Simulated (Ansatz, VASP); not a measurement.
## One calculation of CoO, two programs

```xyz
4
Lattice="3.0182 0.0000 0.0000 0.0000 4.1156 0.0000 -2.8190 0.0000 3.0157" Properties=species:S:1:pos:R:3 pbc="T T T"
Co   -0.7047    1.0369    0.7539
Co   -2.1142    3.0787    2.2618
O    -2.1142    1.0264    2.2618
O    -0.7047    3.0892    0.7539
```

Change from the starting cell: volume scaled by 0.94.

Alike in both runs: task single point; functional PBE; k mesh 12 × 6 × 9; occupations fermi-dirac, width 0.05 eV; collinear spin, ferromagnetic start.

```csv
,VASP,Ansatz
version,VASP 6.6.1,Ansatz 0.2.0
potentials or method,"VASP PAW PBE potentials, release 64 (Co, O)",Ansatz PAW
plane-wave cutoff (eV),520,420
valence electrons in the cell,30,46
```

VASP gave:

```
gap on the k mesh at the Fermi level (eV)                     : none
pressure (GPa)                                                : 4.2
largest component of the traceless stress (GPa)               : 1.34
rms of the force components (eV/Å)                            : 0.020
net moment per atom (μB)                                      : 1.38
size of the moment on the site where the two differ most (μB) : 2.45
```

Which values does Ansatz return?

gap on the k mesh at the Fermi level (eV): none; pressure (GPa): 4.9; largest component of the traceless stress (GPa): 1.55; rms of the force components (eV/Å): 0.021; net moment per atom (μB): 1.40; size of the moment on the site where the two differ most (μB): 2.37.

Site moments also hang on the region over which each program counts them. Atom by atom the forces differ by 0.002 eV/Å (rms over components). A gap of «none» marks a metal or a gap that the smearing closes. The functional is the same, so the differences come from potentials, cutoffs and numerics. The two sets of potentials don't hold the same shells in valence.

Caveats: semilocal functionals often make such compounds metallic where correlation or magnetic order opens a gap, which also shifts bond lengths; the pressure holds a Pulay correction of +0.8 GPa for the finite cutoff (Ansatz).
